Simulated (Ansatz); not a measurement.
A trial structure of GaAs was built thus: random cell by space group and Wyckoff sites (Cmmm, No. 65). The dimensions are guesses.

```cif
data_structure
_symmetry_space_group_name_H-M 'P 1'
_symmetry_Int_Tables_number 1
_cell_length_a 2.6695
_cell_length_b 2.6695
_cell_length_c 7.1536
_cell_angle_alpha 90.000
_cell_angle_beta 90.000
_cell_angle_gamma 91.830
_cell_volume 50.95
loop_
_atom_site_label
_atom_site_type_symbol
_atom_site_fract_x
_atom_site_fract_y
_atom_site_fract_z
_atom_site_occupancy
Ga1 Ga 0.50000 0.50000 0.50000 1
As1 As 0.00000 0.00000 0.50000 1
```

The calculation used Ansatz 0.2.0, DFT PBE, scalar-relativistic, plane waves, PAW. Cutoff 420 eV, Gaussian smearing, Γ-centred meshes. Cell and atoms relax first on a coarse mesh and then on a finer one. In between, the cell is made exact in the group found at 0.06 Å. In metals the finer mesh still leaves noise of several meV/atom or more. The steps can't lower the symmetry of their start. No spin polarisation.

A guess keeps its type if space group and coordination stay and the shape of the cell changes little (axis ratios within about 15 %, angles within 6°); the volume may change.

Question: Does it keep its structure type, or change into something else?

Answer: It doesn't keep its type. The symmetry goes from Cmmm (No. 65) to P4/mmm (No. 123). The volume per atom shrinks by 22.0 %, from 25.5 to 19.9 Å³. The shortest distance goes from 1.86 Å (Ga–As) to 2.69 Å (Ga–As). Counting neighbours within 15 % of an atom's shortest distance, the start has As 4, Ga 4 and the end As 6, Ga 6. In detail, at the end Ga has 4 As at 2.69 Å and 2 Ga at 2.74 Å; around As lie 4 Ga at 2.69 Å and 2 As at 2.74 Å.

Space group P4/mmm (No. 123). a = 3.810 Å, b = 3.810 Å, c = 2.739 Å, α = 90.00°, β = 90.00°, γ = 90.00°
```
atom  site  symmetry       x       y       z
  Ga    1d     4/mmm  0.5000  0.5000  0.5000
  As    1b     4/mmm  0.0000  0.0000  0.5000
```

The last run used a 14×14×20 mesh (in the run's order of axes) for its 2-atom cell and Gaussian smearing of 0.10 eV. A structure relaxed within its symmetry needn't be a true minimum.
